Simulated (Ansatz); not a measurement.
**Si (P6_3/mmc) under strain**

A 4-atom cell of Si (P6_3/mmc) from a materials database, relaxed with r2SCAN in the PAW code Ansatz. It is hexagonal, P6_3/mmc (No. 194); conventional cell a = 3.832 Å, c = 6.341 Å, 20.16 Å³ an atom. Around Si lie 4 Si at 2.35–2.37 Å.

The axes x, y and z are those of this cell:
```xyz
4
Lattice="3.8321 0.0000 0.0000 -1.9161 3.3187 0.0000 0.0000 0.0000 6.3412" Properties=species:S:1:pos:R:3 pbc="T T T"
Si    0.0000    2.2125    0.3999
Si    1.9161    1.1062    3.5705
Si    0.0000    2.2125    2.7707
Si    1.9161    1.1062    5.9414
```

Unstrained: With PBE the valence top lies at Γ and the conduction bottom at M, 0.425 eV higher; the smallest vertical gap, at Γ, is 1.037 eV. The r2SCAN gap is indirect, 0.608 eV (Γ to M), below the direct gap of 1.362 eV at Γ. With HSE06 the valence top lies at Γ and the conduction bottom at M, 0.972 eV higher; the smallest vertical gap, at Γ, is 1.696 eV. Meshes: PBE 12×12×4, r2SCAN 12×12×4, HSE06 6×6×4. Strains are changes of length per length, and xy shears are angles. After each strain the atoms were relaxed again with r2SCAN within the symmetry that the strain leaves, so tilts or polar shifts that break it weren't tested; points keep the names that they have in the unstrained zone. The values are computed, spin-unpolarised, and not measurements.

Changes of the least gap in eV (an overlap counts as a negative gap):
```tsv
strain	volume change (%)	space group	PBE	r2SCAN	HSE06	energy rise, r2SCAN (meV/atom)
biaxial -2.82 % in x and y, z held	-5.6	P6_3/mmc	-0.062	-0.056	-0.063	26.7
xy shear, engineering strain (angle) -4.21 %	0.0	P2_1/m	-0.456	-0.486	-0.480	8.1
uniaxial -2.01 % along z	-2.0	P6_3/mmc	-0.111	-0.114	-0.114	5.9
uniaxial +5.24 % along x	+5.2	Cmcm	-0.511	-0.557	-0.545	31.5
```

Biaxial -2.82 % in x and y, z held. HSE06: the gap goes from 0.972 to 0.909 eV (-0.063 eV); with r2SCAN the top three valence levels at Γ, grouped 2+1 from the top over 377 meV, become 2+1 over 730 meV. Stress change with r2SCAN, compression positive: xx +7.95, yy +7.95, zz +2.53 GPa.

Xy shear, engineering strain (angle) -4.21 %. PBE: gap 0.43 before, none (overlap 0.03) after (eV); it has closed. HSE06: the gap goes from 0.972 to 0.492 eV (-0.480 eV); with r2SCAN the top three valence levels at Γ, grouped 2+1 from the top over 377 meV, become 1+1+1 over 572 meV. Stress change with r2SCAN, compression positive: xx -0.02, yy +0.15, zz -0.04, xy +3.06 GPa.

Uniaxial -2.01 % along z, other directions held. HSE06: the gap goes from 0.972 to 0.858 eV (-0.114 eV); with r2SCAN the top three valence levels at Γ, grouped 2+1 from the top over 377 meV, become 2+1 over 224 meV. Stress change with r2SCAN, compression positive: xx +0.78, yy +0.78, zz +4.77 GPa.

Uniaxial +5.24 % along x, other directions held. PBE: gap 0.43 before, none (overlap 0.09) after (eV); it has closed. HSE06: the gap goes from 0.972 to 0.427 eV (-0.545 eV); the M points, equivalent before, split by 577 meV, and the conduction bottom lies at those like (0, 1/2, 0); with r2SCAN the top three valence levels at Γ, grouped 2+1 from the top over 377 meV, become 1+1+1 over 359 meV. Stress change with r2SCAN, compression positive: xx -9.13, yy -2.43, zz -1.56 GPa.

The meshes of the hybrids are coarse, so their gaps aren't converged to the digits shown.

The splittings at Γ are without spin-orbit coupling, which regroups them where it is of like size or larger.
